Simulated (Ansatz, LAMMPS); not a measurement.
# Relaxing amorphous SiO2 (96 atoms), part 3 of 3

How does amorphous SiO2 (96 atoms) relax, and what do bonds, charges and levels look like afterwards?

Ansatz 0.2.0; Kohn-Sham DFT, PBE, PAW (set soft_2), plane waves.

The cell: 32 Si and 64 O. The quench rate of 50 K/ps far exceeds what a furnace or splat quench reaches. The starting topology of bonds comes from the classical model. Only the Γ point is sampled in the main run, in a cell whose shortest periodic width is 11 Å.

So far. Step 7 (K-mesh 2×2×2): Forces differ from those of the single point at the relaxed geometry by 1.8 meV/Å r.m.s.; the energy by -0.31 meV/atom and the gap by -0.055 eV. It took 3.5 min and 9 cycles; the reference's time can't be set against it, since the two runs asked for unlike analyses. Step 8 (Functional HSE06): Forces differ from those of the single point at the relaxed geometry by 178 meV/Å r.m.s.; the pressure by -4.7 GPa and the gap by +1.8 eV.

### 8. Functional HSE06 (continued)

Density of states as counts of states in windows of 1 eV (from the Fermi level), total and the larger projections:

| from (eV) | to (eV) | total | O p | Si p |
| --- | --- | --- | --- | --- |
| -10 | -9 | 35.8 | 27.3 | 7.0 |
| -9 | -8 | 38.8 | 30.6 | 7.4 |
| -8 | -7 | 14.2 | 11.5 | 1.6 |
| -7 | -6 | 59.9 | 52.6 | 4.0 |
| -6 | -5 | 81.5 | 76.0 | 2.6 |
| -5 | -4 | 72.9 | 69.9 | 1.2 |
| -4 | -3 | 27.5 | 27.0 | 0.2 |
| -3 | 3 | 0.0 | 0.0 | 0.0 |
| 3 | 4 | 2.0 | 0.1 | 0.0 |
| 4 | 5 | 0.0 | 0.0 | 0.0 |

Between -25 and -10 eV lie 181 more states.

The levels nearest the highest filled one (over half full), pooled over k-points and spins:

| level less the highest filled one (eV) | occupation |
| --- | --- |
| -0.104 | 2 |
| -0.077 | 2 |
| -0.0605 | 2 |
| -0.0557 | 2 |
| -0.0152 | 2 |
| 0 | 2 |
| 7.35 | 0 |
| 8.95 | 0 |
| 9.02 | 0 |
| 9.05 | 0 |
| 9.15 | 0 |
| 9.22 | 0 |

### 9. Functional r2SCAN (500 eV)

The meta-GGA r2SCAN uses the kinetic energy density as well as the density and its gradient. Besides, the cutoff goes from 420 to 500 eV.

This step: Kohn-Sham DFT, r2SCAN, PAW (set soft_2), plane waves (Ansatz 0.2.0).

The input, input.yaml:

```yaml
crystal:
  lattice:
    - [11.17454, -0.01017, -0.16735]
    - [-0.01017, 10.88021, -0.08017]
    - [-0.16735, -0.08017, 11.50792]
  atoms:
    [... the 96 atom lines of step 6 ...]
kpoints:
  mp_grid: { grid: [1, 1, 1] }
hamiltonian:
  xc: r2scan
scf:
  occupations: { method: fermi_dirac, width: 0.025 }
output:
  forces: true
  stress: true
  populations: true
  dos:
    method: { smearing: { sigma: 0.08 } }
    de: 0.05
    projected: { site_lists: { O: [O], Si: [Si] } }
  eigenvalues: true
```

Launch:

```sh
> ansatz run input.yaml --threads 4 --pin off --max-ram 8192MiB --backend cpu --events-out ev --progress --plain --runs-dir out
```

Wall time 52 s (4 threads of Arm Neoverse V2, shared host); peak memory 3.7 GiB.

Geometry and reference: those of the single point at the relaxed geometry.

Forces differ from those of the single point at the relaxed geometry by 149 meV/Å r.m.s.; the pressure by -4.6 GPa and the gap by +0.68 eV. It took 52 s and 9 cycles; the reference's time can't be set against it, since the two runs asked for unlike analyses.

### 10. Functional PBEsol

PBEsol restores the gradient expansion of exchange for slowly varying densities and usually gives shorter bonds in solids than PBE.

This step: Kohn-Sham DFT, PBEsol, PAW (set soft_2), plane waves (Ansatz 0.2.0).

Edit input.yaml of step 9 so:

```diff
@@ -10,3 +10,3 @@
 hamiltonian:
-  xc: r2scan
+  xc: pbesol
 scf:
```

Run time: 20 s. Hardware: 4 threads; peak memory 1.6 GiB; 76 s of CPU time.

Geometry and reference: those of the single point at the relaxed geometry.

Forces differ from those of the single point at the relaxed geometry by 58 meV/Å r.m.s.; the pressure by -2.4 GPa and the gap by -0.050 eV.

### 11. The ladder side by side

Each row is set against the single point at the relaxed geometry (Kohn-Sham DFT, PBE, PAW (set soft_2), plane waves; r.m.s. force component 0.00332 eV/Å). Energies are set beside the reference only for runs with its functional, potentials and electron count. Times are for 4 threads of Arm Neoverse V2, shared host. The reference's time includes grids, which some other runs skip.

| run | Δ force, r.m.s. (meV/Å) | Δ energy (meV/atom) | Δ pressure (GPa) | Δ gap (eV) | cycles | time | host memory (GiB) |
| --- | --- | --- | --- | --- | --- | --- | --- |
| reference | - | - | - | - | 9 | 24 s | 1.5 |
| k-mesh 2×2×2 | 1.81 | -0.308 | 0.0036 | -0.0551 | 9 | 3.5 min | 6.1 |
| functional HSE06 | 178 | - | -4.70 | 1.83 | 15 | 5.3 min | 4.0 |
| functional r2SCAN (500 eV) | 149 | - | -4.64 | 0.683 | 9 | 52 s | 3.7 |
| functional PBEsol | 57.8 | - | -2.38 | -0.0498 | 9 | 20 s | 1.6 |

### 12. Results

```
energy change in the relaxation                  : -43.31 meV/atom
r.m.s. displacement                              : 0.202 Å
largest displacement                             : 0.495 Å
free energy per atom                             : -591.3183 eV/atom
pressure                                         : 0.009386 GPa
r.m.s. force component                           : 0.00332 eV/Å
gap (highest filled to lowest empty level) : 5.521 eV
wall time of the 7 DFT runs                      : 13 min
```

What this shows: Relaxation lowers the energy by 43.3 meV/atom and moves atoms by 0.20 Å r.m.s.; the r.m.s. force component goes from 0.69 to 0.0033 eV/Å. Displacements are taken in the final cell, so they leave out its strain. By the final cutoffs no bond was broken or made. The cell shrank by 3.6 % in volume. First to last step the energy falls by 4.158 eV, across changes of basis; the largest move, 0.49 Å, is that of O52. The O-Si bonds go from 1.619 Å (spread 0.021) to 1.631 Å (spread 0.012). With the cutoffs above, all O atoms have 2 and all Si atoms have 4 bonded neighbours. 100 % of the oxygens bridge two formers (Si) and 0 % are non-bridging. The highest filled and lowest empty levels differ by 5.52 eV (at Γ alone); a semilocal functional tends to put such gaps too low. In a disordered cell it changes from sample to sample, and tail or defect levels can set it.

Among the changes of functional, dispersion, potentials or spin set against this reference, functional HSE06 moves the forces most, by 178 meV/Å r.m.s. The gap changes by +1.83 eV with HSE06.

Caveats: The starting topology of bonds comes from the classical model; DFT moved the atoms only locally, and no bond changed.

Against the measurements quoted at the start:

| quantity | measured | this cell | difference | method of the measurement |
| --- | --- | --- | --- | --- |
| density | 2.2 g/cm³ | 2.28 g/cm³ | +3.8 % | tabulated bulk density |
| nearest Si–O distance | 1.61 Å | 1.63 Å | +1.3 % | high-energy XRD, PDF Gaussian fit |
| nearest Si–Si distance | 3.08 Å | 3.08 Å | +0.0 % | diffraction, Gaussian radial peak fit |
| nearest O–O distance | 2.63 Å | 2.66 Å | +1.1 % | diffraction, Gaussian radial peak fit |
| number of O about Si | 4 | 4 | +0.0 % | high-energy XRD, PDF Gaussian fit |
| Si–O–Si angle | 148.3 ° | 144 ° | -2.8 % | x-ray and neutron diffraction, model fit |

The cell differs from the measured distances by up to 1.3 %, neighbour counts by up to 0.0 %, angles by up to 2.8 % and density by up to 3.8 %. Distances of this cell are positions of the first main peak of g(r), or bond means where the peak is narrow; means over all bonds within a cutoff lie farther out for broad shells. The network comes from the model that made the cell; DFT moved the atoms only locally, and no bond changed. Our coordination numbers hang on a cutoff, and experiments count neighbours in their own ways.

[Logs are printed without paths, hosts, clocks, repeated set-up lines and the standing remarks that a program may print on its own settings, such as how far it seeks lower states.]

[Hosts, paths, dates, database ids (printed as entryN), source tags and the programs' standing remarks are cut or masked in the printed files.]
